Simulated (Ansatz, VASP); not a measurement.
**Te in VASP and in Ansatz**

```
Te
1.0
     3.15009    0.00000    0.00000
     0.00000    3.15009    0.00000
     0.00000    0.00000    3.15009
Te
1
Direct
  0.00000 0.00000 0.00000
```

Alike in both runs: functional PBEsol; k mesh 13 × 13 × 13; occupations fermi-dirac, width 0.08 eV; no spin polarisation.

Ansatz relaxed the structure, and its values are those at the end. VASP's run is a single point on that final structure, the one shown.

|  | VASP | Ansatz |
| --- | --- | --- |
| version | VASP 6.6.1 | Ansatz 0.2.0 |
| potentials or method | VASP PAW PBE potentials, release 64 (Te) | PAW with Ansatz's default frozen-core files, scalar-relativistic |
| plane-wave cutoff (eV) | 520 | 420 |
| valence electrons in the cell | 6 | 16 |

```csv
,VASP,Ansatz,Ansatz less VASP
pressure (GPa),0.0,0.0,-0.05
```

The two sets of potentials don't hold the same shells in valence.

Caveats: the PAW data sets were made with another functional, which shifts forces and pressure a little (VASP). Spin-orbit coupling is left out, which matters for the levels of Te.
